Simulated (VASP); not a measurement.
Input of a VASP 6.6.1 run:

INCAR

```
PREC = Accurate ; ENCUT = 520
EDIFF = 1E-6 ; ISMEAR = -1
SIGMA = 0.1 ; LREAL = False
LASPH = True ; NELM = 80
ALGO = Fast ; ISIF = 2
LWAVE = False ; LCHARG = False
GGA = PS ; NBANDS = 25
```

Contents of KPOINTS:

```
regular mesh
0
Gamma
  11 11 15
```

File POSCAR:

```
Ti
1.0
    4.5161362169      0.0000000000      0.0000000000
   -2.2580681085      3.9110886908      0.0000000000
    0.0000000000      0.0000000000      2.7990788010
Ti
3
Direct
    1.0000000000      1.0000000000      0.0000000000
    0.3333333333      0.6666666667      0.5000000000
    0.6666666667      0.3333333333      0.5000000000
```

Potentials or basis: VASP PAW PBE potentials, release 64 (Ti_sv).

Launch:

```bash
$ cat potpaw_PBE.64/Ti_sv/POTCAR > POTCAR
$ mpirun -np 1 vasp_std > vasp.out
```

Q: Estimate the band gap on the k mesh.

A: None (metal or under the smearing width).

Q: What does it give for the pressure?

A: -0.3 GPa.

Caveat: the PAW data sets were made with another functional, which shifts forces and pressure a little.
